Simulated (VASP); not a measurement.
# W (Fm-3m) in VASP: a series of runs

One crystal, W, is run at these levels: PBE; tasks: single point.

Program: VASP 6.6.1. These are calculated values, not measurements. Logs are shortened: lines on timing, memory, paths and dates and some standing lists are left out, and cuts for length are marked.

## 1. The structure

It takes space group Fm-3m (No. 225, cubic). The conventional cell has a = 4.060 Å, b = 4.060 Å, c = 4.060 Å, α = 90.00°, β = 90.00°, γ = 90.00°. W (site symmetry m-3m) has 12 W at 2.87 Å as nearest neighbours.

This isn't the form of W at room conditions, which is bcc.

## 2. Single point, PBE

The input, INCAR:

```
SYSTEM = W
  ADDGRID = .FALSE.
  ALGO = Normal
  EDIFF = 1E-7
  ENCUT = 200
  GGA = PE
  ISIF = 2
  ISMEAR = 0
  LASPH = .TRUE.
  LCHARG = .FALSE.
  LREAL = .FALSE.
  LWAVE = .FALSE.
  NBANDS = 13
  NELM = 100
  PREC = Accurate
  SIGMA = 0.15
```

The input, KPOINTS:

```
k-points
0
G
  6 6 6
  0 0 0
```

The input, POSCAR:

```
W
1.0
    0.0000000000      2.0300000000      2.0300000000
    2.0300000000      0.0000000000      2.0300000000
    2.0300000000      2.0300000000      0.0000000000
W
1
Direct
    0.0000000000      0.0000000000      0.0000000000
```

Potentials or basis: VASP PAW PBE potentials, release 64 (W_sv).

Run with:

```
cat potpaw_PBE.64/W_sv/POTCAR > POTCAR
mpirun -np 1 vasp_std > vasp.out
```

OUTCAR:

```text
SYSTEM = W
   EDIFF = 1E-7
   ENCUT = 200
   GGA = PE
   ISIF = 2
   ISMEAR = 0
   LASPH = .TRUE.
   LREAL = .FALSE.
   NELM = 100
   PREC = Accurate

 Found     16 irreducible k-points:

 Following reciprocal coordinates:
            Coordinates               Weight
  0.000000  0.000000  0.000000      1.000000
  0.166667  0.000000  0.000000      8.000000
  0.333333  0.000000  0.000000      8.000000
  0.500000  0.000000  0.000000      4.000000
  0.166667  0.166667  0.000000      6.000000
  0.333333  0.166667  0.000000     24.000000
   k-points           NKPTS =     16   k-points in BZ     NKDIM =     16   number of bands    NBANDS=     13
   number of dos      NEDOS =    301   number of ions     NIONS =      1
   total plane-waves  NPLWV =   2744
   dimension x,y,z NGX =    14 NGY =   14 NGZ =   14
   dimension x,y,z NGXF=    28 NGYF=   28 NGZF=   28
   ions per type =               1
   NGX,Y,Z   is equivalent  to a cutoff of   8.11,  8.11,  8.11 a.u.
   NGXF,Y,Z  is equivalent  to a cutoff of  16.21, 16.21, 16.21 a.u.
 SYSTEM =  W
   PREC   = accura    normal or accurate (medium, high low for compatibility)
   ISTART =      0    job   : 0-new  1-cont  2-samecut
   ICHARG =      2    charge: 1-file 2-atom 10-const
   ISPIN  =      1    spin polarized calculation?
   LNONCOLLINEAR =      F non collinear calculations
   LSORBIT =      F    spin-orbit coupling
   LASPH  =      T    aspherical Exc in radial PAW
   ENCUT  =  200.0 eV  14.70 Ry    3.83 a.u.   3.31  3.31  3.31*2*pi/ulx,y,z
   NELM   =    100;   NELMIN=  2; NELMDL= -5     # of ELM steps
   EDIFF  = 0.1E-06   stopping-criterion for ELM
   LREAL  =      F    real-space projection
   EDIFFG = 0.1E-05   stopping-criterion for IOM
   NSW    =      0    number of steps for IOM
   IBRION =     -1    ionic relax: 0-MD 1-quasi-New 2-CG
   NFREE  =      0    steps in history (QN), initial steepest desc. (CG)
   ISIF   =      2    stress and relaxation
   ISYM   =      2    0-nonsym 1-usesym 2-fastsym
   POTIM  = 0.5000    time-step for ionic-motion
   TEBEG  =    0.0;   TEEND  =   0.0 temperature during run
   PSTRESS=    0.0 pullay stress
   NELECT =      14.0000    total number of electrons
   NUPDOWN=      -1.0000    fix difference up-down
   EMIN   =  10.00;   EMAX   =-10.00  energy-range for DOS
   EFERMI =   0.00;   METHOD = LEGACY
   ISMEAR =     0;   SIGMA  =   0.15  broadening in eV -4-tet -1-fermi 0-gaus
   EFERMI_NEDOS =   21; number of points for ismear=-14 and -15
   IALGO  =     38    algorithm
   IMIX   =      4    mixing-type and parameters
     AMIX     =   0.40;   BMIX     =  1.00
     AMIX_MAG =   1.60;   BMIX_MAG =  1.00
  volume/ion in A,a.u.               =      16.73       112.91
  Fermi-wavevector in a.u.,A,eV,Ry     =   1.542688  2.915258 32.380324  2.379887
  Thomas-Fermi vector in A             =   2.648457
   LORBIT       =      0    0 simple, 1 ext, 2 COOP (PROOUT), +10 PAW based schemes
   GGA     = PE    functional components
   LHFCALC =     F    Hartree Fock is set to
   AEXX    =    0.0000 exact exchange contribution
   IVDW    =     0    specifies the selected vdW correction
   LEPSILON=     F    determine dielectric tensor
   LRPA    =     F    only Hartree local field effects (RPA)
 non-spin polarized calculation
 Gauss-broadening in eV      SIGMA  =   0.15
  energy-cutoff  :      200.00
  volume of cell :       16.73
 maximum number of plane-waves:       113
 NGX is ok and might be reduce to    14
   NGX =  7   NGY =  7   NGZ =  7

 number of electron      14.0000029 magnetization

 Free energy of the ion-electron system (eV)
  ---------------------------------------------------
  ext. energy  EPLUGINS =         0.00000000
  ---------------------------------------------------
  free energy    TOTEN  =       -12.42495708 eV

  energy without entropy =      -12.39984658  energy(sigma->0) =      -12.41240183

 E-fermi :  10.3918     XC(G=0): -13.3320

 val. band max:       10.3737201619   @ k =   0.3333   0.3333   0.0000
 cond. band min:      10.4440565857   @ k =  -0.3333   0.1667   0.0000
 fundamental gap:      0.0703364238
 Fermi energy:        10.3918462750

 k-point     1 :       0.0000    0.0000    0.0000
  band No.  band energies     occupation
      1     -63.4653      2.00000
      2     -27.1374      2.00000
      3     -27.1374      2.00000
      4     -27.1374      2.00000
      5       1.3334      2.00000
      6       9.7097      2.00000
      7       9.7097      2.00000
      8       9.7097      2.00000
      9      12.7451      0.00000
     10      12.7451      0.00000
     11      23.0455      0.00000
     12      28.1563      0.00000
     13      28.1563      0.00000

 k-point     2 :       0.1667    0.0000    0.0000
  band No.  band energies     occupation
      1     -63.4400      2.00000
      2     -27.4191      2.00000
      3     -27.1741      2.00000
      4     -27.1741      2.00000
      5       2.4450      2.00000
      6       9.0106      2.00000
      7      10.1232      1.98869
      8      10.1232      1.98869
      9      12.5098      0.00000
     10      12.5098      0.00000
     11      24.5483      0.00000
     12      25.7392      0.00000
     13      30.2786      0.00000
[... 33 lines left out ...]
 k-point     5 :       0.1667    0.1667    0.0000
  band No.  band energies     occupation
      1     -63.4323      2.00000
      2     -27.4105      2.00000
      3     -27.2365      2.00000
      4     -27.2365      2.00000
      5       2.8216      2.00000
      6       8.4271      2.00000
      7      10.6532      0.01374
      8      10.6532      0.01374
      9      11.1636      0.00000
     10      13.2595      0.00000
     11      25.9300      0.00000
     12      26.9779      0.00000
     13      28.9370      0.00000

 k-point     6 :       0.3333    0.1667    0.0000
  band No.  band energies     occupation
      1     -63.3914      2.00000
      2     -27.8027      2.00000
      3     -27.3259      2.00000
      4     -27.3213      2.00000
      5       4.6863      2.00000
      6       7.7813      2.00000
      7       9.5070      2.00000
      8      11.0314      0.00000
      9      12.9232      0.00000
     10      14.2957      0.00000
     11      24.2631      0.00000
     12      27.3751      0.00000
     13      29.1432      0.00000

 [... further k-points ...]

------------------------ aborting loop because EDIFF is reached ----------------------------------------

  FORCE on cell =-STRESS in cart. coord.  units (eV):
  Direction    XX          YY          ZZ          XY          YZ          ZX
  --------------------------------------------------------------------------------------
  -------------------------------------------------------------------------------------
  Total       -1.0736527     -1.0736527     -1.0736527      0.0000000      0.0000000     -0.0000000
  in kB     -102.8149511   -102.8149511   -102.8149511      0.0000000      0.0000000     -0.0000000
  external PRESSURE =    -102.8149511 kB  Pullay stress =       0.0000000 kB

 VOLUME and BASIS-vectors are now :
 -----------------------------------------------------------------------------
  energy-cutoff  :      200.00
  volume of cell :       16.73
      direct lattice vectors                 reciprocal lattice vectors
     0.000000000  2.030000000  2.030000000    -0.246305419  0.246305419  0.246305419
     2.030000000  0.000000000  2.030000000     0.246305419 -0.246305419  0.246305419
     2.030000000  2.030000000  0.000000000     0.246305419  0.246305419 -0.246305419

 POSITION                                       TOTAL-FORCE (eV/Angst)
 -----------------------------------------------------------------------------------
      0.00000      0.00000      0.00000        -0.000000      0.000000     -0.000000
 -----------------------------------------------------------------------------------
    total drift:                               -0.000000     -0.000000     -0.000000

  FREE ENERGIE OF THE ION-ELECTRON SYSTEM (eV)
  ---------------------------------------------------
  free  energy   TOTEN  =       -12.4249570761 eV

  energy  without entropy=      -12.3998465754  energy(sigma->0) =      -12.41240183
```

OSZICAR:

```text
N       E                     dE             d eps       ncg     rms          rms(c)
DAV:   1     0.379644323275E+02    0.37964E+02   -0.42163E+03   439   0.675E+02
DAV:   2    -0.125436442456E+02   -0.50508E+02   -0.49058E+02   446   0.185E+02
DAV:   3    -0.130860295065E+02   -0.54239E+00   -0.54176E+00   466   0.205E+01
DAV:   4    -0.130872677381E+02   -0.12382E-02   -0.12382E-02   446   0.101E+00
DAV:   5    -0.130872729456E+02   -0.52075E-05   -0.52077E-05   476   0.611E-02    0.195E+01
DAV:   6    -0.125543787681E+02    0.53289E+00   -0.43906E-01   446   0.865E+00    0.787E+00
DAV:   7    -0.124288327227E+02    0.12555E+00   -0.20184E-01   436   0.552E+00    0.423E-01
DAV:   8    -0.124250892012E+02    0.37435E-02   -0.25618E-03   421   0.642E-01    0.100E-01
DAV:   9    -0.124249549662E+02    0.13424E-03   -0.10730E-04   486   0.129E-01    0.257E-02
DAV:  10    -0.124249570366E+02   -0.20704E-05   -0.24541E-06   426   0.164E-02    0.266E-03
DAV:  11    -0.124249570761E+02   -0.39540E-07   -0.39977E-08   318   0.207E-03
   1 F= -.12424957E+02 E0= -.12412402E+02  d E =-.251105E-01
```

stdout:

```text
POSCAR found type information on POSCAR W
 POSCAR found :  1 types and       1 ions
 scaLAPACK will be used
 LDA part: xc-table for (Slater+PW92), standard interpolation
 POSCAR, INCAR and KPOINTS ok, starting setup
 FFT: planning ... GRIDC
 FFT: planning ... GRID_SOFT
 FFT: planning ... GRID
 WAVECAR not read
 entering main loop
```

It took 2.3 s on 1 thread of Intel Xeon Platinum 8488C (Sapphire Rapids), shared host; peak memory 0.1 GiB.

The run converged, but a check on its numbers failed (symmetry, net force, bounds or a known fault of this set-up), so they aren't taken as properties of the crystal.

Caveat: the k mesh is coarse (spacing up to 0.45 Å⁻¹), so the values aren't converged; the cutoff lies under the usual one of these potentials, so the numbers hold a large basis-set error.

## 3. Single point, PBE

Changes to INCAR since step 2:

```diff
@@ -4,3 +4,3 @@
   EDIFF = 1E-7
-  ENCUT = 200
+  ENCUT = 350
   GGA = PE
```

The input, KPOINTS:

```
k-points
0
G
  5 5 5
  0 0 0
```

POSCAR is that of step 2.

Potentials or basis: VASP PAW PBE potentials, release 64 (W_sv).

Run with:

```
cat potpaw_PBE.64/W_sv/POTCAR > POTCAR
mpirun -np 1 vasp_std > vasp.out
```

Wall time 3.5 s (1 thread of Intel Xeon Platinum 8488C (Sapphire Rapids), shared host); peak memory 0.11 GiB.

The run converged, but some of its settings lie outside the range that counts as converged, so its numbers aren't taken as properties of the crystal.

Results:

| Property | Result |
| --- | --- |
| Free energy | -12.4979 eV |
| Pressure | -5.2 GPa |
| Band gap on the k mesh | none (metal or under the smearing width) |

Caveat: the k mesh is coarse (spacing up to 0.54 Å⁻¹), so the values aren't converged.

(Continued in part 2 of 3.)
